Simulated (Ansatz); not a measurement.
P:

```xyz
4
Lattice="1.6477 -5.4650 0.0000 1.6477 5.4650 0.0000 0.0000 0.0000 4.5436" Properties=species:S:1:pos:R:3 pbc="T T T"
P     1.6477   -4.4173    2.6754
P     1.6477    4.4173    1.8683
P     1.6477   -1.0477    0.4035
P     1.6477    1.0477    4.1401
```

Program: Ansatz 0.2.0. Alike in all runs: potentials or basis Ansatz PAW; no spin polarisation; cell as given; k mesh 5 × 5 × 4; smearing fermi-dirac 0.05 eV. Hardware: 2 threads of Arm Neoverse V2, with other jobs on the host.

Problem. Order these runs on this cell by their wall time, lowest first.
A. task projected density of states; level PBEsol; cutoff (eV) 420
B. task band structure; level HISS; cutoff (eV) 420; points for each segment of the path 4
C. task projected density of states; level r2SCAN; cutoff (eV) 500
D. task projected density of states; level r2SCAN0; cutoff (eV) 500
E. task single point; level PBEsol0; cutoff (eV) 420

Solution. A (3.6 s), C (7.8 s), E (25 s), D (51 s), B (380 s).

Caveats: odd divisions of the mesh miss points on the zone boundary, where band edges often lie, so the gap on the mesh can be too wide (some runs); the density of states is complete only up to the lowest level of the last band computed (some runs); the k mesh misses the band edges, so the gap on the mesh is wider than the one along the path (some runs).

Not every run made on this cell is shown here.
